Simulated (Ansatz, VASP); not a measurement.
Rh in VASP and in Ansatz

The input INCAR:

```
SYSTEM = Rh
PREC = Accurate
ENCUT = 520
EDIFF = 1E-7
ISMEAR = 1
SIGMA = 0.3
LREAL = .FALSE.
LASPH = .TRUE.
NELM = 100
ALGO = Normal
ISIF = 2
LWAVE = .FALSE.
LCHARG = .TRUE.
GGA = PE
LELF = .TRUE.
LVHAR = .TRUE.
NBANDS = 14
```

File KPOINTS:

```
regular mesh
0
G
  14 14 14
  0 0 0
```

File POSCAR:

```
Rh
1.0
    0.0000000000      1.9160595532      1.9160595532
    1.9160595532      0.0000000000      1.9160595532
    1.9160595532      1.9160595532      0.0000000000
Rh
1
Direct
    0.0000000000      0.0000000000      0.0000000000
```

Input for Ansatz:

```yaml
crystal:
  lattice:
    - [0.0, 1.9160595532, 1.9160595532]
    - [1.9160595532, 0.0, 1.9160595532]
    - [1.9160595532, 1.9160595532, 0.0]
  atoms:
    - { symbol: Rh, position: [0.0, 0.0, 0.0] }
hamiltonian:
  xc: pbe
  pseudopotentials:
    kind: paw
    azcp:
      Rh: "pseudopotentials/Rh.paw.azcp"
basis:
  ecutwfc: 420
  fft_grid_basis: typed
kpoints:
  mp_grid: { grid: [14, 14, 14], shift: [0, 0, 0] }
magnetization:
  spin_polarized: false
scf:
  occupations: { method: methfessel_paxton, width: 0.3 }
  lower_state_search: "off"
output:
  stress: true
```

Alike in both runs: task single point; functional PBE; k mesh 14 × 14 × 14; occupations methfessel-paxton of order 1, width 0.3 eV; no spin polarisation.

|  | VASP | Ansatz |
| --- | --- | --- |
| version | VASP 6.6.1 | Ansatz 0.2.0 |
| potentials or method | VASP PAW PBE potentials, release 64 (Rh_pv) | plane waves (420 eV) with PAW, scalar-relativistic |
| plane-wave cutoff (eV) | 520 | 420 |
| valence electrons in the cell | 15 | 17 |

|  | VASP | Ansatz | Ansatz less VASP |
| --- | --- | --- | --- |
| pressure (GPa) | -0.5 | -0.6 | -0.04 |

The two sets of potentials don't hold the same shells in valence.
